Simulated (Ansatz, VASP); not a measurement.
**Two plane-wave programs on KNbO3**

The input INCAR:

```
SYSTEM = KNbO3
ALGO = Normal
EDIFF = 1E-7
ENCUT = 520
GGA = PE
ISIF = 2
ISMEAR = -1
LASPH = .TRUE.
LCHARG = .FALSE.
LREAL = .FALSE.
LWAVE = .FALSE.
NBANDS = 28
NELM = 60
PREC = Accurate
SIGMA = 0.05
```

File KPOINTS:

```
k-points
0
G
  7 7 7
  0 0 0
```

POSCAR

```
KNbO3
1.0
    4.0485849777      0.0000000000      0.0000000000
    0.0000000000      4.0485849777      0.0000000000
    0.0000000000      0.0000000000      4.1164666577
Nb K O
1 1 3
Direct
    0.5000000000      0.5000000000      0.5000000000
    0.0000000000      0.0000000000      0.0180000000
    0.0000000000      0.5000000000      0.5400000000
    0.5000000000      0.0000000000      0.5400000000
    0.5000000000      0.5000000000      0.0440000000
```

The input input.yaml:

```yaml
crystal:
  lattice:
    - [4.0485849777, 0.0, 0.0]
    - [0.0, 4.0485849777, 0.0]
    - [0.0, 0.0, 4.1164666577]
  atoms:
    - { symbol: Nb, position: [0.5, 0.5, 0.5] }
    - { symbol: K, position: [0.0, 0.0, 0.018] }
    - { symbol: O, position: [0.0, 0.5, 0.54] }
    - { symbol: O, position: [0.5, 0.0, 0.54] }
    - { symbol: O, position: [0.5, 0.5, 0.044] }
hamiltonian:
  xc: pbe
  pseudopotentials: { kind: paw }
kpoints:
  mp_grid: { grid: [7, 7, 7] }
scf:
  occupations: { method: fermi_dirac, width: 0.05 }
output:
  forces: true
  stress: true
  eigenvalues: true
```

Change from the starting cell: volume scaled by 1.04.

Alike in both runs: task single point; functional PBE; k mesh 7 × 7 × 7; occupations fermi-dirac, width 0.05 eV; no spin polarisation.

|  | VASP | Ansatz |
| --- | --- | --- |
| version | VASP 6.6.1 | Ansatz 0.2.0 |
| potentials or method | VASP PAW PBE potentials, release 64 (Nb_sv, K_sv, O) | Ansatz PAW |
| plane-wave cutoff (eV) | 520 | 420 |
| valence electrons in the cell | 40 | 40 |

```tsv
	VASP	Ansatz	Ansatz less VASP
gap on the k mesh at the Fermi level (eV)	1.57	1.59	+0.018
least direct gap on the mesh (eV)	2.32	2.33	+0.014
pressure (GPa)	-3.4	-3.4	+0.08
largest component of the traceless stress (GPa)	1.63	1.60	-0.030
rms of the force components (eV/Å)	0.123	0.126	+0.0033
```

Atom by atom the forces differ by 0.006 eV/Å (rms over components). With one functional, cell and mesh, what is left measures potentials, basis and numerics.

Caveats: an odd mesh through Γ misses points on the zone boundary, where band edges often lie (VASP); odd divisions of the mesh miss points on the zone boundary, where band edges often lie, so the gap on the mesh can be too wide (Ansatz); the pressure holds a Pulay correction of +0.5 GPa for the finite cutoff (Ansatz).
